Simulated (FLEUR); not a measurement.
# C (Fd-3m) in FLEUR: notebook, part 2 of 2

FLEUR MaX-R8.1 (later development tree). The steps go on from the part before.

## Step 10: Band structure, r2SCAN

The input, inp.xml:

```xml
<?xml version="1.0" encoding="UTF-8" standalone="no"?>
<fleurInput fleurInputVersion="0.39">
   <comment>
      C                                                                                                   
   </comment>
   <calculationSetup>
      <cutoffs Kmax="5.33" Gmax="16.5" GmaxXC="16.5" numbands="0"/>
      <scfLoop itmax="80" minDistance="0.0001" maxIterBroyd="30" imix="Anderson" alpha="0.05" precondParam="0.0" spinf="2.0" sdNocoIR="T"/>
      <coreElectrons ctail="F" frcor="F" kcrel="0" coretail_lmax="0"/>
      <xcFunctional name="LibXC" relativisticCorrections="F">
         <LibXCName exchange="mgga_x_r2scan" correlation="mgga_c_r2scan"/>
         <AuxGGA exchange="117" correlation="130"/>
      </xcFunctional>
      <magnetism jspins="1"/>
      <soc l_soc="F" theta="0.0" phi="0.0" spav="F"/>
      <expertModes spex="0" secvar="F"/>
      <geometryOptimization l_f="F" forcealpha="1.0" forcemix="BFGS" epsdisp="0.00001" epsforce="0.00001"/>
      <ldaU l_linMix="F" mixParam="0.05" spinf="1.0"/>
   </calculationSetup>
   <cell>
      <bzIntegration valenceElectrons="8.0" mode="hist" fermiSmearingEnergy="0.00183747">
         <kPointListSelection listName="default-1"/>
         <!-- k-points included here -->
         <xi:include xmlns:xi="http://www.w3.org/2001/XInclude" href="kpts.xml"> </xi:include>
      </bzIntegration>
      <!-- symmetry operations included here -->
      <xi:include xmlns:xi="http://www.w3.org/2001/XInclude" href="sym.xml"> </xi:include>
      <bulkLattice scale="1.0">
         <bravaisMatrix>
            <row-1>    0.0000000000000000     3.3700808788279017     3.3700808788279017</row-1>
            <row-2>    3.3700808788279017     0.0000000000000000     3.3700808788279017</row-2>
            <row-3>    3.3700808788279017     3.3700808788279017     0.0000000000000000</row-3>
         </bravaisMatrix>
      </bulkLattice>
   </cell>
   <atomSpecies>
      <species name="Carbon (C)" element="C" atomicNumber="6">
         <mtSphere radius="1.35" gridPoints="447" logIncrement="0.023"/>
         <atomicCutoffs lmax="8" lnonsphr="8"/>
         <electronConfig flipSpins="F">
            <coreConfig>(1s1/2)</coreConfig>
            <valenceConfig>(2s1/2) (2p1/2) (2p3/2)</valenceConfig>
            <stateOccupation state="(2p1/2)" spinUp="0.333333" spinDown="0.333333"/>
            <stateOccupation state="(2p3/2)" spinUp="0.666667" spinDown="0.666667"/>
         </electronConfig>
         <energyParameters s="2" p="2" d="3" f="4"/>
         <lo type="SCLO" l="0" n="2" eDeriv="2"/>
         <lo type="SCLO" l="1" n="2" eDeriv="2"/>
         <lo type="SCLO" l="2" n="3" eDeriv="2"/>
      </species>
   </atomSpecies>
   <atomGroups>
      <atomGroup species="Carbon (C)">
         <relPos label="                   1">-3.000/8.000 -3.000/8.000 -3.000/8.000</relPos>
         <relPos label="                   2">3.000/8.000 3.000/8.000 3.000/8.000</relPos>
         <force calculate="T" relaxXYZ="TTT"/>
      </atomGroup>
   </atomGroups>
   <output dos="F" band="F" slice="F">
      <checks vchk="F" cdinf="F"/>
      <bandDOS minEnergy="-.5*Htr" maxEnergy="0.5*Htr" sigma="0.015" storeEVData="T"/>
      <vacuumDOS vacdos="F" integ="F" star="F" nstars="0" locx1="0.0" locy1="0.0" locx2="0.0" locy2="0.0" nstm="0" tworkf="0.0"/>
      <unfoldingBand unfoldBand="F" supercellX="1" supercellY="1" supercellZ="1"/>
      <plotting iplot="0" polar="F">
         <plot TwoD="T" vec1="  1.0  0.0  0.0" vec2="  0.0  1.0  0.0" vec3="  0.0  0.0  1.0" zero="  0.0  0.0  0.0" file="plot"/>
      </plotting>
      <chargeDensitySlicing numkpt="0" minEigenval="0.0" maxEigenval="0.0" nnne="0" pallst="F"/>
      <specialOutput eonly="F"/>
      <moessbauerParams electricFieldGradient="T" isomerShift="T" coreHyperfine="T" valenceHyperfine="T"/>
      <magneticCircularDichroism mcd="F" energyLo="-10.0" energyUp="0.0"/>
   </output>
  <!-- We include the file relax.xml here to enable relaxations (see documentation) -->
  <xi:include xmlns:xi="http://www.w3.org/2001/XInclude" href="relax.xml"> <xi:fallback/> </xi:include>
</fleurInput>
```

The input, crystal.txt:

```
C
&input cartesian=F /
0.0000000000  1.7833700000  1.7833700000
1.7833700000  0.0000000000  1.7833700000
1.7833700000  1.7833700000  0.0000000000
1.8897261246
1.0 1.0 1.0

2
6 0.7500000000  0.7500000000  0.7500000000
6 0.5000000000  0.5000000000  0.5000000000

&kpt div1=13 div2=13 div3=13 gamma=T /
```

The input, inp.xml (bands):

```
<?xml version="1.0" encoding="UTF-8" standalone="no"?>
<fleurInput fleurInputVersion="0.39">
   <comment>
      C                                                                                                   
   </comment>
   <calculationSetup>
      <cutoffs Kmax="5.33" Gmax="16.5" GmaxXC="16.5" numbands="0"/>
      <scfLoop itmax="80" minDistance="0.0001" maxIterBroyd="30" imix="Anderson" alpha="0.05" precondParam="0.0" spinf="2.0" sdNocoIR="T"/>
      <coreElectrons ctail="F" frcor="F" kcrel="0" coretail_lmax="0"/>
      <xcFunctional name="LibXC" relativisticCorrections="F">
         <LibXCName exchange="mgga_x_r2scan" correlation="mgga_c_r2scan"/>
         <AuxGGA exchange="117" correlation="130"/>
      </xcFunctional>
      <magnetism jspins="1"/>
      <soc l_soc="F" theta="0.0" phi="0.0" spav="F"/>
      <expertModes spex="0" secvar="F"/>
      <geometryOptimization l_f="F" forcealpha="1.0" forcemix="BFGS" epsdisp="0.00001" epsforce="0.00001"/>
      <ldaU l_linMix="F" mixParam="0.05" spinf="1.0"/>
   </calculationSetup>
   <cell>
      <bzIntegration valenceElectrons="8.0" mode="hist" fermiSmearingEnergy="0.00183747">
         <kPointListSelection listName="path-1"/>
         <!-- k-points included here -->
         <xi:include xmlns:xi="http://www.w3.org/2001/XInclude" href="kpts.xml"> </xi:include>
      </bzIntegration>
      <!-- symmetry operations included here -->
      <xi:include xmlns:xi="http://www.w3.org/2001/XInclude" href="sym.xml"> </xi:include>
      <bulkLattice scale="1.0">
         <bravaisMatrix>
            <row-1>    0.0000000000000000     3.3700808788279017     3.3700808788279017</row-1>
            <row-2>    3.3700808788279017     0.0000000000000000     3.3700808788279017</row-2>
            <row-3>    3.3700808788279017     3.3700808788279017     0.0000000000000000</row-3>
         </bravaisMatrix>
      </bulkLattice>
   </cell>
   <atomSpecies>
      <species name="Carbon (C)" element="C" atomicNumber="6">
         <mtSphere radius="1.35" gridPoints="447" logIncrement="0.023"/>
         <atomicCutoffs lmax="8" lnonsphr="8"/>
         <electronConfig flipSpins="F">
            <coreConfig>(1s1/2)</coreConfig>
            <valenceConfig>(2s1/2) (2p1/2) (2p3/2)</valenceConfig>
            <stateOccupation state="(2p1/2)" spinUp="0.333333" spinDown="0.333333"/>
            <stateOccupation state="(2p3/2)" spinUp="0.666667" spinDown="0.666667"/>
         </electronConfig>
         <energyParameters s="2" p="2" d="3" f="4"/>
         <lo type="SCLO" l="0" n="2" eDeriv="2"/>
         <lo type="SCLO" l="1" n="2" eDeriv="2"/>
         <lo type="SCLO" l="2" n="3" eDeriv="2"/>
      </species>
   </atomSpecies>
   <atomGroups>
      <atomGroup species="Carbon (C)">
         <relPos label="                   1">-3.000/8.000 -3.000/8.000 -3.000/8.000</relPos>
         <relPos label="                   2">3.000/8.000 3.000/8.000 3.000/8.000</relPos>
         <force calculate="T" relaxXYZ="TTT"/>
      </atomGroup>
   </atomGroups>
   <output dos="F" band="T" slice="F">
      <checks vchk="F" cdinf="F"/>
      <bandDOS minEnergy="-.5*Htr" maxEnergy="0.5*Htr" sigma="0.015" storeEVData="T"/>
      <vacuumDOS vacdos="F" integ="F" star="F" nstars="0" locx1="0.0" locy1="0.0" locx2="0.0" locy2="0.0" nstm="0" tworkf="0.0"/>
      <unfoldingBand unfoldBand="F" supercellX="1" supercellY="1" supercellZ="1"/>
      <plotting iplot="0" polar="F">
         <plot TwoD="T" vec1="  1.0  0.0  0.0" vec2="  0.0  1.0  0.0" vec3="  0.0  0.0  1.0" zero="  0.0  0.0  0.0" file="plot"/>
      </plotting>
      <chargeDensitySlicing numkpt="0" minEigenval="0.0" maxEigenval="0.0" nnne="0" pallst="F"/>
      <specialOutput eonly="F"/>
      <moessbauerParams electricFieldGradient="T" isomerShift="T" coreHyperfine="T" valenceHyperfine="T"/>
      <magneticCircularDichroism mcd="F" energyLo="-10.0" energyUp="0.0"/>
   </output>
  <!-- We include the file relax.xml here to enable relaxations (see documentation) -->
  <xi:include xmlns:xi="http://www.w3.org/2001/XInclude" href="relax.xml"> <xi:fallback/> </xi:include>
</fleurInput>
```

Potentials or basis: all-electron, FLAPW.

Command:

```bash
$ inpgen -f crystal.txt -profile fastHighL
$ # inp.xml edited to the form shown
$ fleur_MPI
$ fleur_MPI   # second run, on inp.xml (bands)
```

The program printed:

```text
Welcome to FLEUR        (www.flapw.de)
      MaX-Release 8.1          (www.max-centre.eu)
 func_ids         498         497         498         497
 MetaGGA potential functional detected - V_tau will be computed
 Auxiliary Potential for radial basis: exchange=         117  correlation=         130
The functional 'Re-regularized SCAN exchange by Furness et al' is an exchange functional, it belongs to the 'MGGA' family and is defined in the reference(s):
[1] J. W. Furness, A. D. Kaplan, J. Ning, J. P. Perdew, and J. Sun.,  J. Phys. Chem. Lett. 11, 8208-8215 (2020)
[2] J. W. Furness, A. D. Kaplan, J. Ning, J. P. Perdew, and J. Sun.,  J. Phys. Chem. Lett. 11, 9248-9248 (2020)
The functional 'Re-regularized SCAN correlation by Furness et al' is a correlation functional, it belongs to the 'MGGA' family and is defined in the reference(s):
[1] J. W. Furness, A. D. Kaplan, J. Ning, J. P. Perdew, and J. Sun.,  J. Phys. Chem. Lett. 11, 8208-8215 (2020)
[2] J. W. Furness, A. D. Kaplan, J. Ning, J. P. Perdew, and J. Sun.,  J. Phys. Chem. Lett. 11, 9248-9248 (2020)
 Using same functional for VXC and EXC

 ========== k-point set info ==========
 Selected k-point list: default-1
 k-point list type: mesh
 13 x 13 x 13
 Number of k points: 84

 ------------Calculation Setup---------------------------
 Number of MPI-tasks      :            1
 Number of PE/node        :            1
 Number of OMP-threads    :            1
 Most efficient MPI parallelization for:
           1           2           3           4           6           7          12          14          21          28          42          84
 Additional eigenvalue parallelization possible
 Number of basis functions:          234
 Approximate size of matrices (H+S) per k-point:         0.001 GB
 --------------------------------------------------------
The functional 'Hammer, Hansen, and Norskov' is an exchange functional, it belongs to the 'GGA' family and is defined in the reference(s):
[1] B. Hammer, L. B. Hansen, and J. K. Nørskov.,  Phys. Rev. B 59, 7413 (1999)
The functional 'Perdew, Burke & Ernzerhof' is a correlation functional, it belongs to the 'GGA' family and is defined in the reference(s):
[1] J. P. Perdew, K. Burke, and M. Ernzerhof.,  Phys. Rev. Lett. 77, 3865 (1996)
[2] J. P. Perdew, K. Burke, and M. Ernzerhof.,  Phys. Rev. Lett. 78, 1396 (1997)
 Using same functional for VXC and EXC
 Using auxiliary GGA potential for the first iteration of MetaGGA calculation.
 Reset of history
 Reset of history
 Iteration:     1   Distance:      23.24098354 me/bohr^3
The functional 'Hammer, Hansen, and Norskov' is an exchange functional, it belongs to the 'GGA' family and is defined in the reference(s):
[1] B. Hammer, L. B. Hansen, and J. K. Nørskov.,  Phys. Rev. B 59, 7413 (1999)
The functional 'Perdew, Burke & Ernzerhof' is a correlation functional, it belongs to the 'GGA' family and is defined in the reference(s):
[1] J. P. Perdew, K. Burke, and M. Ernzerhof.,  Phys. Rev. Lett. 77, 3865 (1996)
[2] J. P. Perdew, K. Burke, and M. Ernzerhof.,  Phys. Rev. Lett. 78, 1396 (1997)
 Using same functional for VXC and EXC
 Iteration:     2   Distance:      21.55788529 me/bohr^3
The functional 'Hammer, Hansen, and Norskov' is an exchange functional, it belongs to the 'GGA' family and is defined in the reference(s):
[1] B. Hammer, L. B. Hansen, and J. K. Nørskov.,  Phys. Rev. B 59, 7413 (1999)
The functional 'Perdew, Burke & Ernzerhof' is a correlation functional, it belongs to the 'GGA' family and is defined in the reference(s):
[1] J. P. Perdew, K. Burke, and M. Ernzerhof.,  Phys. Rev. Lett. 77, 3865 (1996)
[2] J. P. Perdew, K. Burke, and M. Ernzerhof.,  Phys. Rev. Lett. 78, 1396 (1997)
 Using same functional for VXC and EXC
 Iteration:     3   Distance:      20.31823827 me/bohr^3
The functional 'Hammer, Hansen, and Norskov' is an exchange functional, it belongs to the 'GGA' family and is defined in the reference(s):
[1] B. Hammer, L. B. Hansen, and J. K. Nørskov.,  Phys. Rev. B 59, 7413 (1999)
The functional 'Perdew, Burke & Ernzerhof' is a correlation functional, it belongs to the 'GGA' family and is defined in the reference(s):
[1] J. P. Perdew, K. Burke, and M. Ernzerhof.,  Phys. Rev. Lett. 77, 3865 (1996)
[2] J. P. Perdew, K. Burke, and M. Ernzerhof.,  Phys. Rev. Lett. 78, 1396 (1997)
 Using same functional for VXC and EXC
 Iteration:     4   Distance:       2.91206091 me/bohr^3
The functional 'Hammer, Hansen, and Norskov' is an exchange functional, it belongs to the 'GGA' family and is defined in the reference(s):
[1] B. Hammer, L. B. Hansen, and J. K. Nørskov.,  Phys. Rev. B 59, 7413 (1999)
The functional 'Perdew, Burke & Ernzerhof' is a correlation functional, it belongs to the 'GGA' family and is defined in the reference(s):
[1] J. P. Perdew, K. Burke, and M. Ernzerhof.,  Phys. Rev. Lett. 77, 3865 (1996)
[2] J. P. Perdew, K. Burke, and M. Ernzerhof.,  Phys. Rev. Lett. 78, 1396 (1997)
 Using same functional for VXC and EXC
 Iteration:     5   Distance:       2.03282890 me/bohr^3
The functional 'Hammer, Hansen, and Norskov' is an exchange functional, it belongs to the 'GGA' family and is defined in the reference(s):
[... 18 lines left out ...]
 Using same functional for VXC and EXC
 Iteration:     8   Distance:       0.01006583 me/bohr^3
The functional 'Hammer, Hansen, and Norskov' is an exchange functional, it belongs to the 'GGA' family and is defined in the reference(s):
[1] B. Hammer, L. B. Hansen, and J. K. Nørskov.,  Phys. Rev. B 59, 7413 (1999)
The functional 'Perdew, Burke & Ernzerhof' is a correlation functional, it belongs to the 'GGA' family and is defined in the reference(s):
[1] J. P. Perdew, K. Burke, and M. Ernzerhof.,  Phys. Rev. Lett. 77, 3865 (1996)
[2] J. P. Perdew, K. Burke, and M. Ernzerhof.,  Phys. Rev. Lett. 78, 1396 (1997)
 Using same functional for VXC and EXC
 Iteration:     9   Distance:       0.01184861 me/bohr^3
The functional 'Hammer, Hansen, and Norskov' is an exchange functional, it belongs to the 'GGA' family and is defined in the reference(s):
[1] B. Hammer, L. B. Hansen, and J. K. Nørskov.,  Phys. Rev. B 59, 7413 (1999)
The functional 'Perdew, Burke & Ernzerhof' is a correlation functional, it belongs to the 'GGA' family and is defined in the reference(s):
[1] J. P. Perdew, K. Burke, and M. Ernzerhof.,  Phys. Rev. Lett. 77, 3865 (1996)
[2] J. P. Perdew, K. Burke, and M. Ernzerhof.,  Phys. Rev. Lett. 78, 1396 (1997)
 Using same functional for VXC and EXC
 Iteration:    10   Distance:       0.00027484 me/bohr^3
The functional 'Hammer, Hansen, and Norskov' is an exchange functional, it belongs to the 'GGA' family and is defined in the reference(s):
[1] B. Hammer, L. B. Hansen, and J. K. Nørskov.,  Phys. Rev. B 59, 7413 (1999)
The functional 'Perdew, Burke & Ernzerhof' is a correlation functional, it belongs to the 'GGA' family and is defined in the reference(s):
[1] J. P. Perdew, K. Burke, and M. Ernzerhof.,  Phys. Rev. Lett. 77, 3865 (1996)
[2] J. P. Perdew, K. Burke, and M. Ernzerhof.,  Phys. Rev. Lett. 78, 1396 (1997)
 Using same functional for VXC and EXC
 Iteration:    11   Distance:       0.00007576 me/bohr^3

 ********************************************************************
 Run finished successfully
 Stop message:
   all done
 ********************************************************************
```

Wall time 21 s (1 thread of Intel Xeon Platinum 8259CL at 2.50GHz (Skylake/Cascade Lake), shared host); peak memory 0.06 GiB.

What came out:

```
Free energy                                           : -2074.9371 eV
Band gap on the k mesh                                : 4.36 eV, indirect (least direct gap 5.88 eV)
Band gap along the path                               : 4.35 eV, indirect (least direct gap 5.88 eV)
Valence electrons inside the program's atomic spheres : C 2.09 (radii C 1.35 bohr)
```

Levels at the corners of the path, in eV from the valence-band top:
| point | band 1 | band 2 | band 3 | band 4 | band 5 | band 6 | band 7 |
| --- | --- | --- | --- | --- | --- | --- | --- |
| Γ | -22.67 | 0.00 | 0.00 | 0.00 | 5.88 | 5.88 | 5.88 |
| X | -13.57 | -13.57 | -6.64 | -6.64 | 5.02 | 5.02 | 17.92 |
| W | -12.79 | -12.79 | -8.70 | -8.70 | 11.27 | 11.27 | 12.94 |
| K | -13.86 | -12.48 | -9.72 | -5.66 | 5.98 | 11.33 | 15.25 |
| Γ | -22.67 | 0.00 | 0.00 | 0.00 | 5.88 | 5.88 | 5.88 |
| L | -16.73 | -14.02 | -2.97 | -2.97 | 8.91 | 8.91 | 9.15 |
| U | -13.86 | -12.48 | -9.72 | -5.66 | 5.98 | 11.33 | 15.25 |
| W | -12.79 | -12.79 | -8.70 | -8.70 | 11.27 | 11.27 | 12.94 |
| L | -16.73 | -14.02 | -2.97 | -2.97 | 8.91 | 8.91 | 9.15 |
| K | -13.86 | -12.48 | -9.72 | -5.66 | 5.98 | 11.33 | 15.25 |
| U | -13.86 | -12.48 | -9.72 | -5.66 | 5.98 | 11.33 | 15.25 |
| X | -13.57 | -13.57 | -6.64 | -6.64 | 5.02 | 5.02 | 17.92 |

Core levels (eV from the Fermi level):
```
atom        levels
 1 C  1s1/2 -266.2
 2 C  1s1/2 -266.2
```

Caveat: the meta-GGA is that of a development version, with a GGA for the radial functions and cores and without core tails. r2SCAN opens gaps a little over a GGA but as a rule still falls short of measured ones.

## Step 11: Comparison with measurements

Step 9. Against the measured bulk modulus of C, 442 GPa (quoted in “Equation of state of cubic boron nitride at high pressures and temperatures”, 2007, arxiv:cond-mat/0702656), the calculated 450 GPa is off by +1.9 %. 3 values of this kind are on record (442 to 444.8 GPa); this one was drawn at random among those near their median, those with a stated uncertainty first. The fit is for a static lattice scaled at fixed shape and fixed fractional positions. The cell as given is a measured one (5.67 Å³/atom); PBEsol puts the equilibrium volume -1.1 % from it, thermal expansion not counted.
